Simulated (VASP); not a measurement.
# Pt (Im-3m) in VASP: further runs, part 3 of 3

VASP 6.6.1. Earlier steps stand in the parts before.

**4. Single point, PBE**

INCAR

```
SYSTEM = Pt
  ALGO = Normal
  EDIFF = 1E-7
  ENCUT = 520
  GGA = PE
  ISIF = 2
  ISMEAR = -1
  LASPH = .TRUE.
  LCHARG = .TRUE.
  LELF = .TRUE.
  LREAL = .FALSE.
  LVHAR = .TRUE.
  LWAVE = .FALSE.
  NBANDS = 11
  NELM = 100
  PREC = Accurate
  SIGMA = 0.05
```

KPOINTS

```
k-points
0
G
  12 12 12
  0 0 0
```

POSCAR

```
Pt
1.0
   -1.5842200000      1.5842200000      1.5842200000
    1.5842200000     -1.5842200000      1.5842200000
    1.5842200000      1.5842200000     -1.5842200000
Pt
1
Direct
    0.0000000000      0.0000000000      0.0000000000
```

Potentials or basis: VASP PAW PBE potentials, release 64 (Pt).

Command:

```bash
cat potpaw_PBE.64/Pt/POTCAR > POTCAR
mpirun -np 1 vasp_std > vasp.out
```

OUTCAR:

```text
SYSTEM = Pt
   EDIFF = 1E-7
   ENCUT = 520
   GGA = PE
   ISIF = 2
   ISMEAR = -1
   LASPH = .TRUE.
   LREAL = .FALSE.
   NELM = 100
   PREC = Accurate

 ion  position               nearest neighbor table
   1  0.000  0.000  0.000-

  LATTYP: Found a body centered cubic cell.
 ALAT       =     3.1684400000

  Lattice vectors:

 A1 = (  -1.5842200000,   1.5842200000,   1.5842200000)
 A2 = (   1.5842200000,  -1.5842200000,   1.5842200000)
 A3 = (   1.5842200000,   1.5842200000,  -1.5842200000)

Analysis of symmetry for initial positions (statically):
=====================================================================
 Subroutine PRICEL returns:
 Original cell was already a primitive cell.

 Routine SETGRP: Setting up the symmetry group for a
 body centered cubic supercell.

 Subroutine GETGRP returns: Found 48 space group operations
 (whereof 48 operations were pure point group operations)
 out of a pool of 48 trial point group operations.

The static configuration has the point symmetry O_h .

Analysis of symmetry for dynamics (positions and initial velocities):
=====================================================================
 Subroutine PRICEL returns:
 Original cell was already a primitive cell.

 Routine SETGRP: Setting up the symmetry group for a
 body centered cubic supercell.

 Subroutine GETGRP returns: Found 48 space group operations
 (whereof 48 operations were pure point group operations)
 out of a pool of 48 trial point group operations.

The dynamic configuration has the point symmetry O_h .

 Subroutine INISYM returns: Found 48 space group operations
 (whereof 48 operations are pure point group operations),
 and found     1 'primitive' translations

----------------------------------------------------------------------------------------

                                     Primitive cell

  volume of cell :      15.9040

  direct lattice vectors                    reciprocal lattice vectors
    -1.584220000  1.584220000  1.584220000     0.000000000  0.315612731  0.315612731
     1.584220000 -1.584220000  1.584220000     0.315612731  0.000000000  0.315612731
     1.584220000  1.584220000 -1.584220000     0.315612731  0.315612731  0.000000000

  length of vectors
     2.743949530  2.743949530  2.743949530     0.446343804  0.446343804  0.446343804

  position of ions in fractional coordinates (direct lattice)
     0.000000000  0.000000000  0.000000000

  ion indices of the primitive-cell ions
   primitive index   ion index
                 1           1

----------------------------------------------------------------------------------------

 KPOINTS: k-points

Automatic generation of k-mesh.
 Grid dimensions read from file:
 generate k-points for:   12   12   12

 Generating k-lattice:

  Cartesian coordinates                     Fractional coordinates (reciprocal lattice)
     0.000000000  0.026301061  0.026301061     0.083333333  0.000000000  0.000000000
     0.026301061  0.000000000  0.026301061     0.000000000  0.083333333  0.000000000
     0.026301061  0.026301061  0.000000000     0.000000000  0.000000000  0.083333333

  Length of vectors
     0.037195317  0.037195317  0.037195317

  Shift w.r.t. Gamma in fractional coordinates (k-lattice)
     0.000000000  0.000000000  0.000000000

 Subroutine IBZKPT returns following result:
 ===========================================

 Found     72 irreducible k-points:

 Following reciprocal coordinates:
            Coordinates               Weight
  0.000000  0.000000  0.000000      1.000000
  0.083333  0.000000  0.000000     12.000000
  0.166667  0.000000  0.000000     12.000000
  0.250000  0.000000  0.000000     12.000000
  0.333333  0.000000  0.000000     12.000000
  0.416667  0.000000  0.000000     12.000000
[... 42 lines left out ...]
 -0.250000  0.250000  0.166667     24.000000
 -0.333333  0.333333  0.166667     24.000000
 [... further k-points ...]
   k-points           NKPTS =     72   k-points in BZ     NKDIM =     72   number of bands    NBANDS=     11
   number of dos      NEDOS =    301   number of ions     NIONS =      1
   total plane-waves  NPLWV =   8000
   dimension x,y,z NGX =    20 NGY =   20 NGZ =   20
   dimension x,y,z NGXF=    40 NGYF=   40 NGZF=   40
   ions per type =               1
   NGX,Y,Z   is equivalent  to a cutoff of  12.12, 12.12, 12.12 a.u.
   NGXF,Y,Z  is equivalent  to a cutoff of  24.23, 24.23, 24.23 a.u.
 SYSTEM =  Pt
   PREC   = accura    normal or accurate (medium, high low for compatibility)
   ISTART =      0    job   : 0-new  1-cont  2-samecut
   ICHARG =      2    charge: 1-file 2-atom 10-const
   ISPIN  =      1    spin polarized calculation?
   LNONCOLLINEAR =      F non collinear calculations
   LSORBIT =      F    spin-orbit coupling
   LASPH  =      T    aspherical Exc in radial PAW
   ENCUT  =  520.0 eV  38.22 Ry    6.18 a.u.   5.10  5.10  5.10*2*pi/ulx,y,z
   NELM   =    100;   NELMIN=  2; NELMDL= -5     # of ELM steps
   EDIFF  = 0.1E-06   stopping-criterion for ELM
   LREAL  =      F    real-space projection
   EDIFFG = 0.1E-05   stopping-criterion for IOM
   NSW    =      0    number of steps for IOM
   IBRION =     -1    ionic relax: 0-MD 1-quasi-New 2-CG
   NFREE  =      0    steps in history (QN), initial steepest desc. (CG)
   ISIF   =      2    stress and relaxation
   ISYM   =      2    0-nonsym 1-usesym 2-fastsym
   POTIM  = 0.5000    time-step for ionic-motion
   TEBEG  =    0.0;   TEEND  =   0.0 temperature during run
   PSTRESS=    0.0 pullay stress
   NELECT =      10.0000    total number of electrons
   NUPDOWN=      -1.0000    fix difference up-down
   EMIN   =  10.00;   EMAX   =-10.00  energy-range for DOS
   EFERMI =   0.00;   METHOD = LEGACY
   ISMEAR =    -1;   SIGMA  =   0.05  broadening in eV -4-tet -1-fermi 0-gaus
   EFERMI_NEDOS =   21; number of points for ismear=-14 and -15
   IALGO  =     38    algorithm
   IMIX   =      4    mixing-type and parameters
     AMIX     =   0.40;   BMIX     =  1.00
     AMIX_MAG =   1.60;   BMIX_MAG =  1.00
  volume/ion in A,a.u.               =      15.90       107.33
  Fermi-wavevector in a.u.,A,eV,Ry     =   1.402510  2.650360 26.763132  1.967035
  Thomas-Fermi vector in A             =   2.525265
   LORBIT       =      0    0 simple, 1 ext, 2 COOP (PROOUT), +10 PAW based schemes
   GGA     = PE    functional components
   LHFCALC =     F    Hartree Fock is set to
   AEXX    =    0.0000 exact exchange contribution
   IVDW    =     0    specifies the selected vdW correction
   LEPSILON=     F    determine dielectric tensor
   LRPA    =     F    only Hartree local field effects (RPA)
 non-spin polarized calculation
  energy-cutoff  :      520.00
  volume of cell :       15.90
 maximum number of plane-waves:       442
   NGX = 11   NGY = 11   NGZ = 11

 number of electron      10.0000000 magnetization

 Free energy of the ion-electron system (eV)
  ---------------------------------------------------
  ext. energy  EPLUGINS =         0.00000000
  ---------------------------------------------------
  free energy    TOTEN  =        -6.01916056 eV

  energy without entropy =       -6.01289626  energy(sigma->0) =       -6.01602841

 E-fermi :  10.0113     XC(G=0): -13.1648

 val. band max:        9.9618476836   @ k =   0.5000   0.5000   0.4167
 cond. band min:      10.0479660703   @ k =  -0.4167  -0.4167   0.1667
 fundamental gap:      0.0861183867
 Fermi energy:        10.0112543683

 k-point     1 :       0.0000    0.0000    0.0000
  band No.  band energies     occupation
      1       0.6544      2.00000
      2       6.6395      2.00000
      3       6.6395      2.00000
      4       6.6395      2.00000
      5       9.0962      2.00000
      6       9.0962      2.00000
      7      27.1837      0.00000
      8      27.1837      0.00000
      9      27.1837      0.00000
     10      37.1357      0.00000
     11      37.1366      0.00000
[... 533 lines left out ...]
 k-point    40 :      -0.4167    0.5000    0.0833
  band No.  band energies     occupation
      1       4.1810      2.00000
      2       5.7331      2.00000
      3       7.3166      2.00000
      4       8.4917      2.00000
      5      10.4742      0.00019
      6      12.8009      0.00000
      7      16.8137      0.00000
      8      23.3049      0.00000
      9      25.7292      0.00000
     10      32.3062      0.00000
     11      34.3925      0.00000

 [... further k-points ...]

------------------------ aborting loop because EDIFF is reached ----------------------------------------

  FORCE on cell =-STRESS in cart. coord.  units (eV):
  Direction    XX          YY          ZZ          XY          YZ          ZX
  --------------------------------------------------------------------------------------
  -------------------------------------------------------------------------------------
  Total       -0.1774217     -0.1774217     -0.1774217      0.0000000      0.0000000     -0.0000000
  in kB      -17.8735563    -17.8735563    -17.8735563      0.0000000      0.0000000     -0.0000000
  external PRESSURE =     -17.8735563 kB  Pullay stress =       0.0000000 kB

 VOLUME and BASIS-vectors are now :
 -----------------------------------------------------------------------------
  energy-cutoff  :      520.00
  volume of cell :       15.90
      direct lattice vectors                 reciprocal lattice vectors
    -1.584220000  1.584220000  1.584220000     0.000000000  0.315612731  0.315612731
     1.584220000 -1.584220000  1.584220000     0.315612731  0.000000000  0.315612731
     1.584220000  1.584220000 -1.584220000     0.315612731  0.315612731  0.000000000

 POSITION                                       TOTAL-FORCE (eV/Angst)
 -----------------------------------------------------------------------------------
      0.00000      0.00000      0.00000        -0.000000      0.000000      0.000000
 -----------------------------------------------------------------------------------
    total drift:                                0.000000     -0.000000      0.000000

  FREE ENERGIE OF THE ION-ELECTRON SYSTEM (eV)
  ---------------------------------------------------
  free  energy   TOTEN  =        -6.0191605601 eV

  energy  without entropy=       -6.0128962619  energy(sigma->0) =       -6.01602841
```

OSZICAR:

```text
N       E                     dE             d eps       ncg     rms          rms(c)
DAV:   1     0.391599166073E+02    0.39160E+02   -0.53069E+03  1648   0.839E+02
DAV:   2    -0.578610990623E+01   -0.44946E+02   -0.42663E+02  1809   0.172E+02
DAV:   3    -0.637783774316E+01   -0.59173E+00   -0.58740E+00  1839   0.190E+01
DAV:   4    -0.638021857137E+01   -0.23808E-02   -0.23806E-02  1833   0.141E+00
DAV:   5    -0.638023838314E+01   -0.19812E-04   -0.19810E-04  1869   0.120E-01    0.107E+01
DAV:   6    -0.605256016025E+01    0.32768E+00   -0.78216E-01  1707   0.688E+00    0.566E+00
DAV:   7    -0.602198688589E+01    0.30573E-01   -0.11009E-01  1824   0.254E+00    0.236E+00
DAV:   8    -0.601927642509E+01    0.27105E-02   -0.33011E-03  1720   0.493E-01    0.447E-01
DAV:   9    -0.601915734793E+01    0.11908E-03   -0.38226E-05  1815   0.560E-02    0.348E-02
DAV:  10    -0.601916064959E+01   -0.33017E-05   -0.14878E-06  1824   0.113E-02    0.252E-03
DAV:  11    -0.601916056009E+01    0.89506E-07   -0.26825E-08  1438   0.136E-03
   1 F= -.60191606E+01 E0= -.60160284E+01  d E =-.626430E-02
```

stdout:

```text
POSCAR found type information on POSCAR Pt
 POSCAR found :  1 types and       1 ions
 scaLAPACK will be used
 LDA part: xc-table for (Slater+PW92), standard interpolation
 POSCAR, INCAR and KPOINTS ok, starting setup
 FFT: planning ... GRIDC
 FFT: planning ... GRID_SOFT
 FFT: planning ... GRID
 WAVECAR not read
 entering main loop
```

Wall time 12 s (1 thread of Intel Xeon Platinum 8375C at 2.90GHz (Ice Lake), shared host); peak memory 0.13 GiB.

Results:

| Property | Result |
| --- | --- |
| Free energy | -6.0192 eV |
| Pressure | -1.8 GPa |
| Band gap on the k mesh | none (metal or under the smearing width) |

Spin-orbit coupling is left out, which matters for the levels of Pt.

**5. Single point, PBE (cell strained at random at fixed volume)**

INCAR

```
ALGO = Normal
EDIFF = 1E-7
ENCUT = 520
GGA = PE
ISIF = 2
ISMEAR = -1
LASPH = T
LCHARG = F
LREAL = F
LWAVE = F
NBANDS = 11
NELM = 100
PREC = Accurate
SIGMA = 0.05
```

KPOINTS

```
k-points
0
Gamma
  12 12 12
```

POSCAR

```
Pt
1.0
   -1.5179230000      1.6125670000      1.5726580000
    1.5843750000     -1.5912150000      1.6177570000
    1.5235780000      1.5968700000     -1.5513060000
Pt
1
Direct
   -0.0123120000     -0.0088610000     -0.0124860000
```

Command:

```bash
cat potpaw_PBE.64/Pt/POTCAR > POTCAR
mpirun -np 1 vasp_std > vasp.out
```

Wall time 2.8 min (1 thread of Intel Xeon Platinum 8375C at 2.90GHz (Ice Lake), shared host); peak memory 0.26 GiB.

It converged, with:

```yaml
Free_energy: -6.0073 eV
Pressure: -1.3 GPa
Band_gap_on_the_k_mesh: none (metal or under the smearing width)
```

Stress tensor (GPa, compression positive):
```
-2.80 -0.15 -5.91
-0.15 -0.10 -2.02
-5.91 -2.02 -0.95
```

Levels at points of the mesh, in eV from the Fermi level:
| k point | band 2 | band 3 | band 4 | band 5 | band 6 | band 7 | band 8 | band 9 |
| --- | --- | --- | --- | --- | --- | --- | --- | --- |
| (0.00, 0.00, 0.00) | -3.77 | -3.35 | -3.09 | -1.09 | -0.76 | 16.76 | 16.96 | 17.72 |
| (0.50, 0.00, 0.00) | -4.68 | -1.28 | -0.65 | 0.13 | 0.97 | 5.98 | 13.55 | 16.51 |
| (0.00, 0.50, 0.00) | -5.05 | -0.85 | -0.35 | 0.13 | 0.93 | 5.89 | 13.45 | 15.86 |
| (0.50, 0.50, 0.00) | -4.87 | -1.10 | -0.54 | 0.41 | 1.09 | 6.40 | 13.04 | 15.86 |
| (0.00, 0.00, 0.50) | -4.87 | -1.09 | -0.53 | 0.37 | 1.04 | 6.35 | 13.22 | 15.78 |
| (0.50, 0.00, 0.50) | -4.79 | -1.17 | -0.71 | 0.73 | 1.28 | 6.93 | 12.89 | 15.26 |
| (0.00, 0.50, 0.50) | -4.59 | -1.36 | -0.78 | 0.31 | 1.08 | 6.30 | 13.37 | 16.35 |
| (0.50, 0.50, 0.50) | -5.95 | 0.27 | 0.54 | 0.87 | 7.33 | 7.52 | 8.31 | 12.74 |

**6. The runs side by side**

| level | cell | ladder | gap on the mesh (eV) | pressure (GPa) |
| --- | --- | --- | --- | --- |
| PBEsol | as given | free | none | -11.6 |
| PBEsol | cell strained at random at fixed volume | free | none | -11.1 |
| PBE | as given | - | none | -1.8 |
| PBE | cell strained at random at fixed volume | - | none | -1.3 |

Alike in all rows: task single point; potentials or basis VASP PAW PBE potentials, release 64 (Pt); no spin polarisation; k mesh 12 × 12 × 12; cutoff (eV) 520; smearing fermi-dirac 0.05 eV.

Caveats: the PAW data sets were made with another functional, which shifts forces and pressure a little (some runs).

Absolute energies hang on the potentials; compare differences alone.
